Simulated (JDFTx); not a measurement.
Ta under changes of volume

One of the cells (18.010 Å³/atom); the others are scaled copies at fixed shape and fractional positions:

```xyz
1
Lattice="-1.6513 1.6513 1.6513 1.6513 -1.6513 1.6513 1.6513 1.6513 -1.6513" Properties=species:S:1:pos:R:3 pbc="T T T"
Ta    0.0000    0.0000    0.0000
```

```yaml
Program: JDFTx 1.7.0 (patched build)
Functional: LDA
Potentials_or_basis: PseudoDojo-SR-LDA-0.4.1-standard with smoothed tails
Cutoff: 789 eV
Density_cutoff: 3157 eV
k_mesh: 11 × 11 × 11
Occupations: fermi-dirac, width 0.05 eV
Spin: no spin polarisation
```

```csv
volume (Å³/atom),energy over the lowest point (meV/atom),pressure (GPa)
16.930,0.00,2.2
17.290,0.37,-2.6
17.650,?,?
18.010,31.08,-10.7
18.371,59.36,-14.1
18.731,94.96,-17.1
19.091,137.06,-19.9
```

Problem. What does the run at 17.650 Å³/atom give?

Solution. Energy over the lowest point 11.07 meV/atom; pressure -6.8 GPa.

Worked out: A Birch-Murnaghan fit of order 3 (a polynomial in V^(-2/3)) to the other rows has its minimum at 17.10 Å³/atom with B0 = V·E''(V) = 233 GPa and B' = 4.5. It gives 11.10 meV/atom at 17.650 Å³/atom, against the run's 11.07, and -dE/dV = -6.9 GPa, against -6.8.

Energies are extrapolated to zero smearing.
